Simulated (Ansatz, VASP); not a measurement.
One calculation of Pt, two programs

The input INCAR:

```
ALGO = Normal
EDIFF = 1E-7
ENCUT = 520
ISIF = 2
ISMEAR = -1
LASPH = T
LCHARG = F
LREAL = F
LWAVE = F
NBANDS = 17
NELM = 80
PREC = Accurate
SIGMA = 0.05
```

File KPOINTS:

```
k-points
0
Gamma
  11 11 6
```

File POSCAR:

```
Pt
1.0
    2.7606656158      0.0000000000      0.0000000000
   -1.3803328079      2.3908065546      0.0000000000
    0.0000000000      0.0000000000      4.7921340000
Pt
2
Direct
    0.3333333333      0.6666666667      0.2500000000
    0.6666666667      0.3333333333      0.7500000000
```

File input.yaml:

```yaml
crystal:
  lattice:
    - [2.7606656158, 0.0, 0.0]
    - [-1.3803328079, 2.3908065546, 0.0]
    - [0.0, 0.0, 4.792134]
  atoms:
    - { symbol: Pt, position: [0.3333333333, 0.6666666667, 0.25] }
    - { symbol: Pt, position: [0.6666666667, 0.3333333333, 0.75] }
kpoints:
  mp_grid: { grid: [11, 11, 6] }
scf:
  occupations: { method: fermi_dirac, width: 0.05 }
hamiltonian:
  xc: lda
  pseudopotentials: { kind: all_electron, lapw: { basis_error: 0.001 } }
output:
  forces: true
  stress: true
  eigenvalues: true
```

Alike in both runs: task single point; functional LDA; k mesh 11 × 11 × 6; occupations fermi-dirac, width 0.05 eV; no spin polarisation.

```csv
,VASP,Ansatz
version,VASP 6.6.1,Ansatz 0.2.0
potentials or method,"VASP PAW LDA potentials, release 64 (Pt)","all-electron LAPW, scalar-relativistic"
plane-wave cutoff (eV),520,see its input
```

```csv
,VASP,Ansatz,Ansatz less VASP
gap on the k mesh at the Fermi level (eV),none,none,-
pressure (GPa),-15.0,-15.6,-0.58
largest component of the traceless stress (GPa),0.49,0.17,-0.322
```

A gap of «none» marks a metal or a gap that the smearing closes. Ansatz ran all-electron here, so the differences hold the error of VASP's frozen core and of both bases.

Caveats: so large a pressure means that the cell lies far from this level's equilibrium, or that cutoff or potentials fall short (VASP). Spin-orbit coupling is left out, which matters for the levels of Pt.
